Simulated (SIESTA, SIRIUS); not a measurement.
NbAs: 3 runs at one level of theory

```
Nb As
1.0
    -1.72585    1.72585    5.84000
     1.72585   -1.72585    5.84000
     1.72585    1.72585   -5.84000
Nb As
2 2
Direct
  0.50000 0.00000 0.50000
  0.75000 0.75000 0.00000
  0.91600 0.41600 0.50000
  0.16600 0.16600 0.00000
```

Alike in all runs: task band structure; functional PBE; k mesh 11 × 11 × 11; occupations fermi-dirac, width 0.05 eV; no spin polarisation; no spin-orbit coupling.

| program and potentials | plane-wave cutoff (eV) | notes | largest force (eV/Å) |
| --- | --- | --- | --- |
| SIRIUS, all-electron FP-LAPW (Koelling-Harmon valence), apw+lo standard | - | - | 0.299 |
| SIESTA, files PseudoDojo sr-pbe-0.4.1-standard, DZP (energy shift 0.003 Ry; two zetas on semicore shells) | - | atomic basis | 0.346 |
| SIRIUS, all-electron FP-LAPW (ZORA valence), apw+lo standard | - | - | 0.299 |

Force on atom 2 (Nb), eV/Å:

```
                                                                                   program and potentials      x      y       z
                                  SIRIUS, all-electron FP-LAPW (Koelling-Harmon valence), apw+lo standard  0.000  0.000  -0.299
SIESTA, files PseudoDojo sr-pbe-0.4.1-standard, DZP (energy shift 0.003 Ry; two zetas on semicore shells)  0.000  0.001  -0.346
                                             SIRIUS, all-electron FP-LAPW (ZORA valence), apw+lo standard  0.000  0.000  -0.299
```

Rows in atomic bases carry the error of their basis and grid, which can be large.

The functional is the same throughout but for its coding, so the spread measures potentials, basis and numerics; runs on potential files found faulty are left out.

All three runs agree that this geometry is not at rest in PBE: Nb is pulled along the polar axis, while symmetry cancels the lateral components. With the two Nb sites equivalent and the net force zero, the As sublattice must be pushed the opposite way, so the force acts on the one internal coordinate that symmetry leaves free. Its direction moves Nb towards the four slightly longer Nb–As contacts and away from the two shorter ones, which suggests that PBE prefers a more even balance of the covalent Nb d–As p bonds within the trigonal prism.

The Koelling-Harmon and ZORA forces coincide at -0.299 eV/Å. This is expected, since the two scalar-relativistic treatments differ mainly close to the nucleus, whereas the force reflects bonding between atoms. SIESTA gives the same direction but a stronger pull, -0.346 eV/Å, perhaps because its compact basis describes the polarised bond density less completely. The size of the relaxation does not follow from these forces without the corresponding force constant.
